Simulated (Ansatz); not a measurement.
# Au: the cost of one run

Computed with Ansatz 0.2.0 (DFT PBE, scalar-relativistic, plane waves, PAW, unless a step's input says otherwise).

The COD entry's cell or inner coordinates are ideal or old and differ from later refinements, so a difference from it is no clean test against experiment.

2 further runs of the same task are left out: 2 set aside as unsound or not needed.

### Step 1. Starting point

Symmetry: P6_3mc, No. 186, hexagonal system. The conventional cell has a = 3.218 Å, b = 3.218 Å, c = 5.243 Å, α = 90.00°, β = 90.00°, γ = 120.00°. Ga (site symmetry 3m) is surrounded by 4 N at 1.97 to 1.98 Å. N (site symmetry 3m) has 4 Ga at 1.97 to 1.98 Å as nearest neighbours.

Structure file:

```xyz
4
Lattice="3.2184 0.0000 0.0000 -1.6092 2.7872 0.0000 0.0000 0.0000 5.2430" Properties=species:S:1:pos:R:3 pbc="T T T"
Ga    0.0000    1.8582   -0.0046
Ga    1.6092    0.9291    2.6170
N     0.0000    1.8582    1.9707
N     1.6092    0.9291    4.5922
```

It is the result of an earlier relaxation at this level (volume 11.76 Å³/atom; gap on the mesh: 1.71 eV).

The bulk reference comes from a run made before at the same settings: -2083.9594 eV/atom.

### Step 2. The film's bulk on the base's lattice

The (111) plane of Au is fitted to the (100) plane of GaN, a strain of +4.6 % along x and +7.7 % along y; the third vector and the atoms relax.

input.yaml reads:

```yaml
crystal:
  lattice:
    - [6.1520446281, 0.0, 0.0]
    - [-2.7846162569, 5.4857602397, 0.0]
    - [-1.4894434808, 0.9142933733, 2.2345274082]
  atoms:
    - { symbol: Au, position: [0.0, 0.5, 0.0] }
    - { symbol: Au, position: [0.5, 0.5, 0.0] }
    - { symbol: Au, position: [0.0, 0.0, 0.0] }
    - { symbol: Au, position: [0.5, 0.0, 0.0] }
basis:
  ecutwfc: 420
kpoints:
  mp_grid: { grid: [7, 7, 15] }
hamiltonian:
  xc: pbe
scf:
  occupations: { method: gaussian, width: 0.1 }
output:
  forces: true
  stress: true
  eigenvalues: true
  write_density: true
  write_potential: true
  elf: true
  volumetric_format: npy
relax:
  adjacent_minimum: "off"
  f_tol: 0.01
  max_steps: 50
  cell: { fix: [a, b, gamma], stress_tol: 0.1 }
```

Launch:

```bash
$ ansatz run input.yaml --threads 8 --pin off --max-ram 20480MiB --backend cpu --events-out ev --progress --plain --runs-dir out
```

Q: Estimate wall time and peak memory on 8 threads of Intel Xeon Platinum 8375C at 2.90GHz (Ice Lake), shared host.

About 22 s, with a peak of 0.9 GiB.
